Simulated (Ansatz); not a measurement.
Given:

SrF2:
```cif
data_F8Sr4
_chemical_formula_sum 'Sr4 F8'
_space_group_name_H-M_alt 'Fm-3m'
_space_group_IT_number 225
_space_group_name_Hall '-F 4 2 3'
_cell_length_a 5.75743
_cell_length_b 5.75743
_cell_length_c 5.75743
_cell_angle_alpha 90.000
_cell_angle_beta 90.000
_cell_angle_gamma 90.000
loop_
_atom_site_label
_atom_site_type_symbol
_atom_site_symmetry_multiplicity
_atom_site_Wyckoff_symbol
_atom_site_fract_x
_atom_site_fract_y
_atom_site_fract_z
_atom_site_occupancy
Sr1 Sr 4 a 0.00000 0.00000 0.00000 1
F1 F 8 c 0.25000 0.25000 0.25000 1
```
(The calculation used a cell of 3 atoms; values per cell refer to that cell.)

This is the PBEsol-relaxed structure.

**Question.** All from PBEsol (plane waves, PAW; program Ansatz), unless another level is named. Estimate the electron effective mass with spin–orbit coupling.

**Answer.** 0.51 mₑ (isotropic).

**Question.** Predict the band gap.

**Answer.** 6.90 eV (indirect).

**Question.** What about the weight of the conduction-edge state by species (Voronoi cells)?

**Answer.** F 78 %, Sr 22 %.

The cell was relaxed with PBEsol under the symmetry of its start; of distortions, only those at the zone centre were tested. Spin–orbit coupling is left out wherever it is not named.

Potentials: the later of the program's two PAW sets.
